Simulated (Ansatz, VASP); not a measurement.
**One calculation of MgO, two programs**

```
Mg O
1.0
     0.00000    2.10217    2.10217
     2.10217    0.00000    2.10217
     2.10217    2.10217    0.00000
Mg O
1 1
Direct
  0.00000 0.00000 0.00000
  0.50000 0.50000 0.50000
```

Alike in both runs: functional r2SCAN; k mesh 10 × 10 × 10; occupations gaussian, width 0.02 eV; no spin polarisation.

Ansatz relaxed the structure, and its values are those at the end. VASP's run is a single point on that final structure, the one shown.

|  | VASP | Ansatz |
| --- | --- | --- |
| version | VASP 6.6.1 | Ansatz 0.2.0 |
| potentials or method | VASP PAW PBE potentials, release 64 (Mg, O) | scalar-relativistic, plane waves, PAW |
| plane-wave cutoff (eV) | 520 | 500 |
| valence electrons in the cell | 8 | 16 |

VASP gave:

```
gap on the k mesh at the Fermi level (eV) : 5.66
least direct gap on the mesh (eV)         : 5.66
pressure (GPa)                            : -1.1
```

**Question.** Estimate Ansatz's values.

**Answer.** gap on the k mesh at the Fermi level (eV): 5.68; least direct gap on the mesh (eV): 5.68; pressure (GPa): 0.0.

The two sets of potentials don't hold the same shells in valence.

Caveats: the PAW data sets were made with another functional, which shifts forces and pressure a little (VASP). r2SCAN opens gaps a little over a GGA but as a rule still falls short of measured ones.
